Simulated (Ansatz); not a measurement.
Tl, DFT, PBE, all-electron LAPW, scalar-relativistic (Ansatz 0.2.0), run on 1 thread of Intel(R) Xeon(R) Platinum 8259CL CPU @ 2.50GHz (Skylake/Cascade Lake) on a shared host.

The cell comes from COD entry 2300517, which wasn't checked; take it as a given geometry. The listed cell was then made from it by scaling, straining or moving an atom.

Command: `ansatz run input.yaml --threads 1 --pin off --max-ram 2048MiB --backend cpu --events-out ev --progress --plain --runs-dir out`

```yaml
crystal:
  lattice:
    - [0.0, 2.1793381662, 2.1793381662]
    - [2.1793381662, 0.0, 2.1793381662]
    - [2.1793381662, 2.1793381662, 0.0]
  atoms:
    - { symbol: Tl, position: [0.0, 0.0, 0.0] }
kpoints:
  mp_grid: { grid: [16, 16, 16] }
scf:
  occupations: { method: fermi_dirac, width: 0.05 }
hamiltonian:
  xc: pbe
  pseudopotentials: { kind: all_electron, lapw: { basis_error: 0.001 } }
output:
  forces: true
  stress: true
  eigenvalues: true
```

Problem. How large is the problem that the program sets up?

Solution. 145 irreducible k-points, 137 plane waves at Γ, 22 bands.

Problem. Estimate the wall time.

Solution. 16 s of wall time for 7 SCF iterations. Times on shared machines scatter by tens of per cent.

Problem. And the same cell and mesh by frozen-core PAW, asked for forces, stress, eigenvalues, efg, on the same hardware?

Solution. 4.5 s.
